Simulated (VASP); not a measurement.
Input of a VASP 6.6.1 run:

The input INCAR:

```
SYSTEM = CdSe
ALGO = Normal ; EDIFF = 1E-7
EDIFFG = -0.005 ; ENCUT = 600
GGA = PE ; IBRION = 2
ISIF = 3 ; ISMEAR = 0
LASPH = .TRUE. ; LCHARG = .FALSE.
LREAL = .FALSE. ; LWAVE = .FALSE.
NELM = 80 ; NSW = 90
PREC = Accurate ; SIGMA = 0.03
```

The input KPOINTS:

```
k-points
0
G
  9 9 4
  0 0 0
```

File POSCAR:

```
CdSe                                    
1.0
    4.3894517765      0.0000000000      0.0000000000
   -2.1947258883      3.8013767472      0.0000000000
   -0.0000000000      0.0000000000      7.1665861399
  Cd              Se            
     2     2
Direct
     0.3333333332999970    0.6666666667000030    0.0045314416578108
     0.6666666667000030    0.3333333332999970    0.5045314416578108
     0.3333333332999970    0.6666666667000030    0.3804685583421872
     0.6666666667000030    0.3333333332999970    0.8804685583421872
```

Potentials or basis: VASP PAW PBE potentials, release 64 (Cd, Se).

Command:

```bash
$ cat potpaw_PBE.64/Cd/POTCAR potpaw_PBE.64/Se/POTCAR > POTCAR
$ mpirun -np 1 vasp_std > vasp.out
```

Question: Predict the band gap on the k mesh.

Answer: 0.53 eV, direct.

Final structure:
```
Cd Se
1.0
     4.38993    0.00000    0.00000
    -2.19496    3.80179    0.00000
     0.00000    0.00000    7.16458
Cd Se
2 2
Direct
  0.33333 0.66667 0.00458
  0.66667 0.33333 0.50458
  0.33333 0.66667 0.38042
  0.66667 0.33333 0.88042
```

A hybrid or GW would open this gap; PBE tends to underestimate it.
